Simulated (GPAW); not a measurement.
# Ca (Im-3m) in GPAW: convergence with k mesh

Aim: find how far k mesh must go before the results for Ca settle, at PBEsol. This setting moves, with any that are tied to it; all else stays.

Program: GPAW 26.7.0. These are calculated values, not measurements. Logs are shortened: lines on timing, memory, paths and dates and some standing lists are left out, and cuts for length are marked. The log counts tension as positive stress, the text compression.

**1. The structure**

The structure is cubic, space group Im-3m (No. 229). The conventional cell has a = 4.480 Å, b = 4.480 Å, c = 4.480 Å, α = 90.00°, β = 90.00°, γ = 90.00°. Around Ca (site symmetry m-3m) lie 8 Ca at 3.88 Å.

This isn't the form of Ca at room conditions, which is fcc.

**2. With k mesh 2 × 2 × 2**

Input file run.py:

```python
from ase import Atoms
from ase.dft.bandgap import bandgap
from ase.io import write
from ase.units import GPa
from gpaw import GPAW, PW, setup_paths

setup_paths.insert(0, '.')

atoms = Atoms(['Ca'],
              cell=[[-2.24, 2.24, 2.24],
                    [2.24, -2.24, 2.24],
                    [2.24, 2.24, -2.24]],
              scaled_positions=[[0.0, 0.0, 0.0]],
              pbc=True)

calc = GPAW(mode=PW(600),
            xc='PBEsol',
            kpts={'size': (2, 2, 2), 'gamma': True},
            occupations={'name': 'fermi-dirac', 'width': 0.05},
            nbands=12,
            convergence={'density': 1e-05, 'energy': 1e-05},
            maxiter=100,
            txt='gpaw.txt')
atoms.calc = calc
energy = atoms.get_potential_energy()
forces = atoms.get_forces()
stress = atoms.get_stress()
calc.write('gs.gpw')
write('result.traj', atoms)
print(f'Energy: {energy:.6f} eV')
print('Forces (eV/A):')
print(forces.round(4))
print('Stress (GPa):', (stress / GPa).round(3))
print('Fermi level:', round(calc.get_fermi_level(), 4), 'eV')
print(f'Gap: {bandgap(calc)[0]:.4f} eV, direct: {bandgap(calc, direct=True)[0]:.4f} eV')
```

Potentials or basis: PAW data sets generated in the run's folder for this functional, pw.

Launch:

```sh
gpaw-setup -f PBEsol Ca
OMP_NUM_THREADS=1 python run.py
```

Wall time 3.6 s (1 thread of Arm Neoverse V2, shared host); peak memory 0.13 GiB.

What came out:

```
Free energy            : -1.8303 eV
Pressure               : -2.5 GPa
Band gap on the k mesh : none (metal or under the smearing width)
```

**3. With k mesh 3 × 3 × 3**

run.py, as its differences from that of step 2:

```diff
@@ -17,3 +17,3 @@
             xc='PBEsol',
-            kpts={'size': (2, 2, 2), 'gamma': True},
+            kpts={'size': (3, 3, 3), 'gamma': True},
             occupations={'name': 'fermi-dirac', 'width': 0.05},
```

Potentials or basis: PAW data sets generated in the run's folder for this functional, pw.

Launch:

```sh
gpaw-setup -f PBEsol Ca
OMP_NUM_THREADS=1 python run.py
```

It took 4.6 s on 1 thread of Arm Neoverse V2, shared host; peak memory 0.13 GiB.

What came out:

* Free energy: -2.0643 eV
* Pressure: -1.5 GPa
* Band gap on the k mesh: none (metal or under the smearing width)

**4. With k mesh 4 × 4 × 4**

run.py, as its differences from that of step 3:

```diff
@@ -17,3 +17,3 @@
             xc='PBEsol',
-            kpts={'size': (3, 3, 3), 'gamma': True},
+            kpts={'size': (4, 4, 4), 'gamma': True},
             occupations={'name': 'fermi-dirac', 'width': 0.05},
```

Launch:

```sh
gpaw-setup -f PBEsol Ca
OMP_NUM_THREADS=1 python run.py
```

It took 4.7 s on 1 thread of Arm Neoverse V2, shared host; peak memory 0.13 GiB.

Results:

```
Free energy            : -2.1921 eV
Pressure               : -1.4 GPa
Band gap on the k mesh : none (metal or under the smearing width)
```

**5. With k mesh 5 × 5 × 5**

run.py, as its differences from that of step 4:

```diff
@@ -17,3 +17,3 @@
             xc='PBEsol',
-            kpts={'size': (4, 4, 4), 'gamma': True},
+            kpts={'size': (5, 5, 5), 'gamma': True},
             occupations={'name': 'fermi-dirac', 'width': 0.05},
```

Launch:

```sh
gpaw-setup -f PBEsol Ca
OMP_NUM_THREADS=1 python run.py
```

Run time: 5.7 s. Hardware: 1 thread of Arm Neoverse V2, shared host; peak memory 0.13 GiB.

The run converged. Its results:

| Quantity | Value |
| --- | --- |
| Free energy | -2.1990 eV |
| Pressure | -1.5 GPa |
| Band gap on the k mesh | none (metal or under the smearing width) |

**6. With k mesh 6 × 6 × 6**

run.py, as its differences from that of step 5:

```diff
@@ -17,3 +17,3 @@
             xc='PBEsol',
-            kpts={'size': (5, 5, 5), 'gamma': True},
+            kpts={'size': (6, 6, 6), 'gamma': True},
             occupations={'name': 'fermi-dirac', 'width': 0.05},
```

Potentials or basis: PAW data sets generated in the run's folder for this functional, pw.

Launch:

```sh
gpaw-setup -f PBEsol Ca
OMP_NUM_THREADS=1 python run.py
```

Wall time 6.8 s (1 thread of Arm Neoverse V2, shared host); peak memory 0.14 GiB.

Results (log left out):

```
Free energy            : -2.2027 eV
Pressure               : -1.4 GPa
Band gap on the k mesh : none (metal or under the smearing width)
```

**7. With k mesh 8 × 8 × 8**

run.py, as its differences from that of step 6:

```diff
@@ -17,3 +17,3 @@
             xc='PBEsol',
-            kpts={'size': (6, 6, 6), 'gamma': True},
+            kpts={'size': (8, 8, 8), 'gamma': True},
             occupations={'name': 'fermi-dirac', 'width': 0.05},
```

Launch:

```sh
gpaw-setup -f PBEsol Ca
OMP_NUM_THREADS=1 python run.py
```

It took 11 s on 1 thread of Arm Neoverse V2, shared host; peak memory 0.14 GiB.

It converged, with:

- Free energy: -2.2037 eV
- Pressure: -1.5 GPa
- Band gap on the k mesh: none (metal or under the smearing width)

**8. With k mesh 9 × 9 × 9**

run.py, as its differences from that of step 7:

```diff
@@ -17,3 +17,3 @@
             xc='PBEsol',
-            kpts={'size': (8, 8, 8), 'gamma': True},
+            kpts={'size': (9, 9, 9), 'gamma': True},
             occupations={'name': 'fermi-dirac', 'width': 0.05},
```

Launch:

```sh
gpaw-setup -f PBEsol Ca
OMP_NUM_THREADS=1 python run.py
```

Run time: 13 s. Hardware: 1 thread of Arm Neoverse V2, shared host; peak memory 0.15 GiB.

Results (log left out):

* Free energy: -2.2041 eV
* Pressure: -1.5 GPa
* Band gap on the k mesh: none (metal or under the smearing width)

**9. With k mesh 11 × 11 × 11**

run.py, as its differences from that of step 8:

```diff
@@ -17,3 +17,3 @@
             xc='PBEsol',
-            kpts={'size': (9, 9, 9), 'gamma': True},
+            kpts={'size': (11, 11, 11), 'gamma': True},
             occupations={'name': 'fermi-dirac', 'width': 0.05},
```

Potentials or basis: PAW data sets generated in the run's folder for this functional, pw.

Launch:

```sh
gpaw-setup -f PBEsol Ca
OMP_NUM_THREADS=1 python run.py
```

gpaw.txt:

```text
__  _  _
 | _ |_)|_||  |
 |__||  | ||/\| - 26.7.0

Input parameters:
  mode=PW(ecut=600.0),
  convergence={'density': 1e-05, 'energy': 1e-05},
  kpts=MonkhorstPack(size=(11, 11, 11), gamma=True),
  maxiter=100,
  nbands=12,
  occupations=Occupations(name='fermi-dirac', width=0.05),
  xc=XC(name='PBEsol')

Diagonalizing LCAO Hamiltonian
Converting LCAO to pw mode

       Ca

Atoms  # Å, Bohr magnetons
|   | symbol |        x |        y |        z |    initial magnetic moments |
|---|--------|----------|----------|----------|-----------------------------|
| 0 |     Ca | 0.000000 | 0.000000 | 0.000000 | ( 0.0000,  0.0000,  0.0000) |

Unit cell  # Å
| periodic |         x |         y |         z |  lengths |     angles |
|----------|-----------|-----------|-----------|----------|------------|
|      yes | -2.240000 |  2.240000 |  2.240000 | 3.879794 | 109.471221 |
|      yes |  2.240000 | -2.240000 |  2.240000 | 3.879794 | 109.471221 |
|      yes |  2.240000 |  2.240000 | -2.240000 | 3.879794 | 109.471221 |

Number of symmetries: 48
Symmetry operations  # r_c * U_cc + t_c -> r_c
|    | kind |            matrix            |
|----|------|------------------------------|
|  0 |  σ   |  1, 1, 1,  0, 0,-1,  0,-1, 0 |
|  1 |  C4  |  1, 1, 1,  0, 0,-1, -1, 0, 0 |
|  2 |  C2  |  1, 1, 1,  0,-1, 0,  0, 0,-1 |
|  3 |  S6  |  1, 1, 1,  0,-1, 0, -1, 0, 0 |
|  4 |  S6  |  1, 1, 1, -1, 0, 0,  0, 0,-1 |
|  5 |  C4  |  1, 1, 1, -1, 0, 0,  0,-1, 0 |
|  6 |  E   |  1, 0, 0,  0, 1, 0,  0, 0, 1 |
|  7 |  σ   |  1, 0, 0,  0, 1, 0, -1,-1,-1 |
|  8 |  σ   |  1, 0, 0,  0, 0, 1,  0, 1, 0 |
|  9 |  C3  |  1, 0, 0,  0, 0, 1, -1,-1,-1 |
| 10 |  C3  |  1, 0, 0, -1,-1,-1,  0, 1, 0 |
| 11 |  σ   |  1, 0, 0, -1,-1,-1,  0, 0, 1 |
| 12 |  σ   |  0, 1, 0,  1, 0, 0,  0, 0, 1 |
| 13 |  C2  |  0, 1, 0,  1, 0, 0, -1,-1,-1 |
| 14 |  C3  |  0, 1, 0,  0, 0, 1,  1, 0, 0 |
| 15 |  S4  |  0, 1, 0,  0, 0, 1, -1,-1,-1 |
| 16 |  S4  |  0, 1, 0, -1,-1,-1,  1, 0, 0 |
| 17 |  C3  |  0, 1, 0, -1,-1,-1,  0, 0, 1 |
| 18 |  C3  |  0, 0, 1,  1, 0, 0,  0, 1, 0 |
| 19 |  S4  |  0, 0, 1,  1, 0, 0, -1,-1,-1 |
| 20 |  σ   |  0, 0, 1,  0, 1, 0,  1, 0, 0 |
| 21 |  C3  |  0, 0, 1,  0, 1, 0, -1,-1,-1 |
| 22 |  C2  |  0, 0, 1, -1,-1,-1,  1, 0, 0 |
| 23 |  S4  |  0, 0, 1, -1,-1,-1,  0, 1, 0 |
| 24 |  C4  |  0, 0,-1,  1, 1, 1,  0,-1, 0 |
| 25 |  σ   |  0, 0,-1,  1, 1, 1, -1, 0, 0 |
| 26 |  S6  |  0, 0,-1,  0,-1, 0,  1, 1, 1 |
| 27 |  C2  |  0, 0,-1,  0,-1, 0, -1, 0, 0 |
| 28 |  C4  |  0, 0,-1, -1, 0, 0,  1, 1, 1 |
| 29 |  S6  |  0, 0,-1, -1, 0, 0,  0,-1, 0 |
| 30 |  S6  |  0,-1, 0,  1, 1, 1,  0, 0,-1 |
| 31 |  C4  |  0,-1, 0,  1, 1, 1, -1, 0, 0 |
| 32 |  C4  |  0,-1, 0,  0, 0,-1,  1, 1, 1 |
| 33 |  S6  |  0,-1, 0,  0, 0,-1, -1, 0, 0 |
| 34 |  σ   |  0,-1, 0, -1, 0, 0,  1, 1, 1 |
| 35 |  C2  |  0,-1, 0, -1, 0, 0,  0, 0,-1 |
| 36 |  C2  | -1, 0, 0,  1, 1, 1,  0, 0,-1 |
| 37 |  S6  | -1, 0, 0,  1, 1, 1,  0,-1, 0 |
| 38 |  S6  | -1, 0, 0,  0, 0,-1,  1, 1, 1 |
| 39 |  C2  | -1, 0, 0,  0, 0,-1,  0,-1, 0 |
| 40 |  C2  | -1, 0, 0,  0,-1, 0,  1, 1, 1 |
| 41 |  i   | -1, 0, 0,  0,-1, 0,  0, 0,-1 |
| 42 |  S4  | -1,-1,-1,  1, 0, 0,  0, 1, 0 |
| 43 |  C3  | -1,-1,-1,  1, 0, 0,  0, 0, 1 |
| 44 |  C3  | -1,-1,-1,  0, 1, 0,  1, 0, 0 |
| 45 |  σ   | -1,-1,-1,  0, 1, 0,  0, 0, 1 |
| 46 |  S4  | -1,-1,-1,  0, 0, 1,  1, 0, 0 |
| 47 |  C2  | -1,-1,-1,  0, 0, 1,  0, 1, 0 |

BZ-sampling:
  Number of BZ points: 1331
  Number of IBZ points: 56

  Monkhorst-Pack size: [11, 11, 11]
  Monkhorst-Pack shift: [0, 0, 0]

K-points  # in reciprocal-cell coordinates
|     |                                coordinates |     weight |
|-----|--------------------------------------------|------------|
|   0 | (  0.00000000,   0.00000000,   0.00000000) | 0.00075131 |
|   1 | (  0.09090909,   0.00000000,   0.00000000) | 0.00901578 |
|   2 | (  0.09090909,   0.09090909,  -0.09090909) | 0.00450789 |
|   3 | (  0.18181818,   0.00000000,  -0.09090909) | 0.01803156 |
|   4 | (  0.18181818,   0.00000000,   0.00000000) | 0.00901578 |
|   5 | (  0.18181818,   0.09090909,  -0.09090909) | 0.01803156 |
|   6 | (  0.18181818,   0.18181818,  -0.18181818) | 0.00450789 |
|   7 | (  0.27272727,  -0.09090909,  -0.09090909) | 0.00601052 |
|   8 | (  0.27272727,   0.00000000,  -0.09090909) | 0.03606311 |
|   9 | (  0.27272727,   0.00000000,   0.00000000) | 0.00901578 |
| ... |                                            |            |
|  55 | (  0.45454545,   0.45454545,   0.45454545) | 0.00601052 |

Plane wave coefficients: 1517
Cutoff: 600.0 eV

Spin-components: 1 (collinear spins)
Bands:           12
Projectors:      5
Spin-degeneracy: 2
Datatype:        complex128

Parallelization:
  kpt:    1
  domain: 1
  band:   1

Density:
  Valence electrons: 10.0
  Components: 1
  Grid points: [24 24 24]
  Charge: 0.0  # |e|

Potential:
  Grid points: [24 24 24]

species:
  Ca:
    name:    Calcium
    Z:       20.0
    valence: 10
    core:    10
    charge:  0.0  # [|e|]
    compensation charges:
      type: gauss
      rc: 0.37  # [Å]
      lmax: 2
    cutoffs:
      filter: 2.10  # [Å]
      core: 1.17  # [Å]
    projectors
    | kind |    occ | energy [eV] | rcut [Å] |
    |------|--------|-------------|----------|
    |   3s |  2.000 |     -46.952 |    1.175 |
    |   4s |  2.000 |      -3.764 |    1.175 |
    |   3p |  6.000 |     -27.950 |    1.154 |
    |    p |        |      -0.738 |    1.154 |
    |    d |        |       0.000 |    0.937 |

    Using partial waves for Ca as LCAO basis

Reference energy: -18487.552579  # eV

eigensolver:
  PPCG
  Converge bands: occupied
  niter=2

density mixing:
  MSR1-Mixer
  Pratt-step length: 0.05
  Maximum mixing coefficient: 0.75
  Old densities: 10
  SVD Regularization: 0.005
  Good broyden scale: 1.0
  Trust region scale: 1.0
  Backstep threshold: 4.0
  History deletion threshold: 6.0
  Fourier metric: weight=20.0, sigma=0.015

occupation numbers:
  Fermi-Dirac:
    width: 0.0500  # eV

poisson solver:
  ecut: 4800.0  # eV

xc functional:
  name: PBEsol with 2 nearest neighbor stencil

convergence criteria:
- Maximum integral of absolute [dens]ity change: 1e-05 electrons / valence electron
- Maximum [total energy] change in last 3 cyles: 1e-05 eV / valence electron
- Maximum integral of absolute [eigenst]ate change: 4e-08 eV^2 / valence electron
maximum number of iterations: 100

SCF iterations
|iter     | |      energy | eigst |  dens |
|---------|-|-------------|-------|-------|
|iter:   1| |   -2.051611 | +0.31 |       |
|iter:   2| |   -2.200177 | -0.97 | -1.57 |
|iter:   3| |   -2.201975 | -2.36 | -1.63 |
|iter:   4| |   -2.198707 | -3.45 | -1.78 |
|iter:   5| |   -2.198242 | -3.81 | -2.11 |
|iter:   6| |   -2.198293 | -4.74 | -2.59 |
|iter:   7| |   -2.198296c| -6.57 | -3.57 |
|iter:   8| |   -2.198297c| -7.20 | -3.94 |
|iter:   9| |   -2.198297c| -7.81c| -4.46 |
|iter:  10| |   -2.198296c| -8.41c| -4.55 |
|iter:  11| |   -2.198296c| -9.47c| -5.74c|

Converged in 11 steps
Energy contributions relative to reference atoms: (reference = -18487.552579)

Energy contributions:
  Kinetic:          -0.907993
  Coulomb:           2.754776
  Zero:             -0.494813
  External:          0.000000
  Xc:               -3.543777
  Entropy:          -0.012977
  Spinorbit:         0.000000
  ----------------------------
  Free energy:      -2.204785
  Extrapolated:     -2.198296

dipole moment: (-7.426443, -7.426443, -7.426443)  # |e|*Ang

Fermi level: 2.972
Eigenvalues  # (at kpt = [0.000, 0.000, 0.000])
| band index |      eig [eV] | occ [0-2] |
|------------|---------------|-----------|
|          0 |       -39.072 |     2.000 |
|          1 |       -20.095 |     2.000 |
|          2 |       -20.095 |     2.000 |
|          3 |       -20.095 |     2.000 |
|          4 |        -0.987 |     2.000 |
|          5 |         5.153 |     0.000 |
|          6 |         5.153 |     0.000 |
|          7 |         5.153 |     0.000 |
|          8 |         6.131 |     0.000 |
|          9 |         6.131 |     0.000 |
|         10 |        12.843 |     0.000 |
|         11 |        12.843 |     0.000 |

No gap
No difference between direct/indirect transitions

Forces  # eV/Ang
|       x |       y |       z |
|---------|---------|---------|
| 0.00000 | 0.00000 | 0.00000 |  # Ca   0

Stress tensor  # eV/Ang^3
|         x |         y |         z |
|-----------|-----------|-----------|
|  0.009329 | -0.000000 | -0.000000 |
| -0.000000 |  0.009329 | -0.000000 |
| -0.000000 | -0.000000 |  0.009329 |

# Writing to gs.gpw (mode='')
```

Wall time 18 s (1 thread of Arm Neoverse V2, shared host); peak memory 0.16 GiB.

What came out:

* Free energy: -2.2048 eV
* Pressure: -1.5 GPa
* Band gap on the k mesh: none (metal or under the smearing width)

**10. The series at a glance**

| k mesh | energy less the tightest run, at zero smearing (meV/atom) | pressure (GPa) | SCF cycles | CPU time (s) | peak memory (GiB) |
| --- | --- | --- | --- | --- | --- |
| 2 × 2 × 2 | 384.89 | -2.53 | 11 | 3.6 | 0.13 |
| 3 × 3 × 3 | 155.30 | -1.49 | 16 | 4.6 | 0.13 |
| 4 × 4 × 4 | 21.97 | -1.40 | 11 | 4.7 | 0.13 |
| 5 × 5 × 5 | 7.10 | -1.54 | 12 | 5.7 | 0.13 |
| 6 × 6 × 6 | 3.25 | -1.43 | 11 | 6.8 | 0.14 |
| 8 × 8 × 8 | 1.14 | -1.49 | 11 | 11 | 0.14 |
| 9 × 9 × 9 | 1.10 | -1.48 | 11 | 13 | 0.15 |
| 11 × 11 × 11 | 0.00 | -1.49 | 11 | 18 | 0.16 |

Against the tightest run, the pressure stays within 0.1 GPa from 3 × 3 × 3 on. Not settled before the last step: the energy (to 1 meV/atom). Meshes of other sizes hit other points, so gaps and Fermi surfaces needn't settle smoothly. The tightest run that finished is the yardstick and may itself not be fully converged.

Caveats: the cell was measured hot, at 740 K.
